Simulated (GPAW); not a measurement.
The system is TiC.

```
Ti C
1.0
     0.00000    2.16572    2.16572
     2.16572    0.00000    2.16572
     2.16572    2.16572    0.00000
Ti C
1 1
Direct
  0.00000 0.00000 0.00000
  0.50000 0.50000 0.50000
```

The cell is a database's computed one.

| Quantity | Value |
| --- | --- |
| Program | GPAW 26.7.0 |
| Task | relaxation of cell and atoms |
| Functional | RPBE |
| Dispersion | D4 |
| Potentials or basis | the program's PAW data sets (release 1.2.1) made for this functional |
| Cutoff | 800 eV |
| Basis | pw |
| k mesh | 11 × 11 × 11 |
| Occupations | fermi-dirac, width 0.05 eV |
| Spin | no spin polarisation |

At the start: pressure -5.0 GPa; volume 10.16 Å³/atom.

Problem. How do energy, volume and symmetry change on relaxing?

Solution. Over 3 steps the energy falls by 2.5 meV/atom and the volume is 9.95 Å³/atom (-2.0 %); space group Fm-3m (No. 225, to 0.05 Å).

Step by step:
```tsv
step	energy change (eV)	largest force (eV/Å)	pressure (GPa)	volume (Å³)
1	0.0000	0.0000	-5.01	20.32
2	-0.0032	0.0000	-3.38	20.18
3	-0.0051	0.0000	0.07	19.90
```

Final structure:
```
Ti C
1.0
     0.00032    2.15109    2.15109
     2.15109    0.00032    2.15109
     2.15109    2.15109    0.00032
Ti C
1 1
Direct
  0.00000 0.00000 0.00000
  0.50000 0.50000 0.50000
```

Caveat: later steps reuse the first step's grids; pairwise dispersion overbinds metals, which lowers pressure and volume.
